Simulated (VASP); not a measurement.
Write the native input for VASP 6.6.1 that does the following.

- Task: band structure
- Functional: PBEsol
- Potentials or basis: VASP PAW PBE potentials, release 64 (Hf_pv, O)
- Cutoff: 520 eV
- k mesh: 4 × 6 × 3
- Occupations: fermi-dirac, width 0.05 eV
- Spin: no spin polarisation
- Further INCAR settings: ALGO = Normal; EDIFF = 1e-06; NBANDS = 56

The system is HfO2.

```xyz
12
Lattice="5.5564 0.0000 0.0000 0.0000 3.3336 0.0000 0.0000 0.0000 6.5050" Properties=species:S:1:pos:R:3 pbc="T T T"
Hf    4.1600    2.5002    3.9542
Hf    1.3964    0.8334    2.5508
Hf    1.3818    2.5002    5.8033
Hf    4.1746    0.8334    0.7017
O     3.5533    0.8334    2.7542
O     2.0031    2.5002    3.7508
O     0.7751    0.8334    0.4983
O     4.7813    2.5002    6.0067
O     2.8937    0.8334    5.4736
O     2.6627    2.5002    1.0313
O     0.1155    0.8334    4.2838
O     5.4409    2.5002    2.2212
```

Measurements of this composition are mostly on another form, of space group No. 14.

These files were run (other wordings do the same):

POSCAR

```
HfO2
1.0
    5.5563950000      0.0000000000      0.0000000000
    0.0000000000      3.3335970000      0.0000000000
    0.0000000000      0.0000000000      6.5049950000
Hf O
4 8
Direct
    0.7486820000      0.7500000000      0.6078710000
    0.2513180000      0.2500000000      0.3921290000
    0.2486820000      0.7500000000      0.8921290000
    0.7513180000      0.2500000000      0.1078710000
    0.6394990000      0.2500000000      0.4234000000
    0.3605010000      0.7500000000      0.5766000000
    0.1394990000      0.2500000000      0.0766000000
    0.8605010000      0.7500000000      0.9234000000
    0.5207940000      0.2500000000      0.8414530000
    0.4792060000      0.7500000000      0.1585470000
    0.0207940000      0.2500000000      0.6585470000
    0.9792060000      0.7500000000      0.3414530000
```

INCAR.step1

```
ALGO = Normal
EDIFF = 1E-6
ENCUT = 520
GGA = PS
ISIF = 2
ISMEAR = -1
LASPH = True
LCHARG = True
LMAXMIX = 4
LREAL = False
LWAVE = False
NBANDS = 56
NELM = 60
PREC = Accurate
SIGMA = 0.05
```

KPOINTS.step1

```
k-points
0
Gamma
  4 6 3
```

INCAR.step2

```
ALGO = Normal
EDIFF = 1E-6
ENCUT = 520
GGA = PS
ICHARG = 11
ISIF = 2
ISMEAR = 0
LASPH = True
LCHARG = False
LMAXMIX = 4
LREAL = False
LWAVE = False
NBANDS = 56
NELM = 60
PREC = Accurate
SIGMA = 0.05
```

KPOINTS.step2

```
path GXSYGZURTZ,YT,UX,SR
10
line-mode
reciprocal
 0.0000000000  0.0000000000  0.0000000000  G
 0.0000000000 -0.5000000000  0.0000000000  X

 0.0000000000 -0.5000000000  0.0000000000  X
-0.5000000000 -0.5000000000  0.0000000000  S

-0.5000000000 -0.5000000000  0.0000000000  S
-0.5000000000  0.0000000000  0.0000000000  Y

-0.5000000000  0.0000000000  0.0000000000  Y
 0.0000000000  0.0000000000  0.0000000000  G

 0.0000000000  0.0000000000  0.0000000000  G
 0.0000000000  0.0000000000 -0.5000000000  Z

 0.0000000000  0.0000000000 -0.5000000000  Z
 0.0000000000 -0.5000000000 -0.5000000000  U

 0.0000000000 -0.5000000000 -0.5000000000  U
-0.5000000000 -0.5000000000 -0.5000000000  R

-0.5000000000 -0.5000000000 -0.5000000000  R
-0.5000000000  0.0000000000 -0.5000000000  T

-0.5000000000  0.0000000000 -0.5000000000  T
 0.0000000000  0.0000000000 -0.5000000000  Z

-0.5000000000  0.0000000000  0.0000000000  Y
-0.5000000000  0.0000000000 -0.5000000000  T

 0.0000000000 -0.5000000000 -0.5000000000  U
 0.0000000000 -0.5000000000  0.0000000000  X

-0.5000000000 -0.5000000000  0.0000000000  S
-0.5000000000 -0.5000000000 -0.5000000000  R
```

Potentials or basis: VASP PAW PBE potentials, release 64 (Hf_pv, O).

Command:

```bash
$ cat potpaw_PBE.64/Hf_pv/POTCAR potpaw_PBE.64/O/POTCAR > POTCAR
$ cp INCAR.step1 INCAR
$ cp KPOINTS.step1 KPOINTS
$ mpirun -np 1 vasp_std > vasp.out
$ cp INCAR.step2 INCAR
$ cp KPOINTS.step2 KPOINTS
$ mpirun -np 1 vasp_std > vasp.out
```

Results of the run:

The band gap on the k mesh is 3.30 eV, direct. The band gap along the path is 3.30 eV, direct.

Caveat: the log is that of the step along the path at fixed density, whose energy, stress, charges and moments have no meaning; spin-orbit coupling is left out, which moves the levels of the heavy elements.

Run time: 8.9 min on 1 thread of Intel(R) Xeon(R) Platinum 8259CL CPU @ 2.50GHz (Skylake/Cascade Lake) (shared host), peak memory 0.62 GiB.
